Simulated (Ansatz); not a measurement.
MnS:

```
Mn S
1.0
     0.00000    2.60450    2.60450
     2.60450    0.00000    2.60450
     2.60450    2.60450    0.00000
Mn S
1 1
Direct
  0.00000 0.00000 0.00000
  0.50000 0.50000 0.50000
```

Program: Ansatz 0.2.0. Alike in all runs: task projected density of states; level PBEsol+U; potentials or basis Ansatz PAW; spin collinear, ferromagnetic start; cell as given; k mesh 9 × 9 × 9; cutoff (eV) 420; smearing fermi-dirac 0.05 eV.

Problem. Order these runs on this cell by their band gap on the k mesh, lowest first.
A. U Mn d U = 3 eV
B. U Mn d U = 1 eV
C. U Mn d U = 4 eV
D. U Mn d U = 8 eV

Solution. B (metal), A (0.44 eV), C (0.90 eV), D (1.13 eV).

Caveats: the magnetic or orbital state may not be the lowest; a cell with one magnetic atom can't hold antiferromagnetic order, which such compounds often take; odd divisions of the mesh miss points on the zone boundary, where band edges often lie, so the gap on the mesh can be too wide (some runs).

A k mesh can miss the band edges.
